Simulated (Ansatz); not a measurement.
Two Ansatz runs on CdI2

The cell is COD entry 1539851, as deposited and not checked against the literature; nothing was relaxed. It differs from other determinations.

First run: DFT, PBE, all-electron PAW with datasets made for the crystal, scalar-relativistic (Ansatz 0.2.0).

Command: `ansatz run input.yaml --threads 1 --pin off --max-ram 4096MiB --backend cpu --events-out ev --progress --plain --runs-dir out` The run took 20 s on 1 thread of Arm Neoverse V2, with other jobs on the host, peak memory 0.62 GiB.

```yaml
crystal:
  lattice:
    - [4.2439992147, 0.0, 0.0]
    - [-2.1219996073, 3.6754111335, 0.0]
    - [0.0, 0.0, 6.859]
  atoms:
    - { symbol: Cd, position: [0.0, 0.0, 0.0] }
    - { symbol: I, position: [0.3333333333, 0.6666666667, 0.2492] }
    - { symbol: I, position: [0.6666666667, 0.3333333333, 0.7508] }
kpoints:
  mp_grid: { grid: [8, 8, 5] }
  band_path:
    path:
      - [0.0, 0.0, 0.0]
      - [0.5, 0.0, 0.0]
      - [0.3333333333, 0.3333333333, 0.0]
      - [0.0, 0.0, 0.0]
      - [0.0, 0.0, 0.5]
      - [0.5, 0.0, 0.5]
      - [0.3333333333, 0.3333333333, 0.5]
      - [0.0, 0.0, 0.5]
      - [0.5, 0.0, 0.5]
    npoints: 8
scf:
  occupations: { method: fermi_dirac, width: 0.03 }
hamiltonian:
  xc: pbe
  pseudopotentials: { kind: all_electron, datasets: crystal }
output:
  forces: true
  stress: true
  eigenvalues: true
  efg: { contact_densities: true }
```

Result: converged; pressure 1.86 GPa; largest force 0.123 eV/Å; gap on the k mesh 2.38 eV (the mesh can miss the band edges); 8 SCF iterations.

No spin–orbit coupling, which matters for the heavy atoms here.

The input is then changed:

```diff
@@ -24,7 +24,9 @@
 scf:
   occupations: { method: fermi_dirac, width: 0.03 }
+  mixing: { algorithm: msr1, beta: 0.5, ndim: 16 }
 hamiltonian:
-  xc: pbe
+  xc: r2scan
   pseudopotentials: { kind: all_electron, datasets: crystal }
+  dispersion: d3bj
 output:
   forces: true
```

What does the second run give?

It converged; pressure 0.41 GPa; largest force 0.056 eV/Å; gap on the k mesh 2.83 eV (the mesh can miss the band edges); 11 SCF iterations.
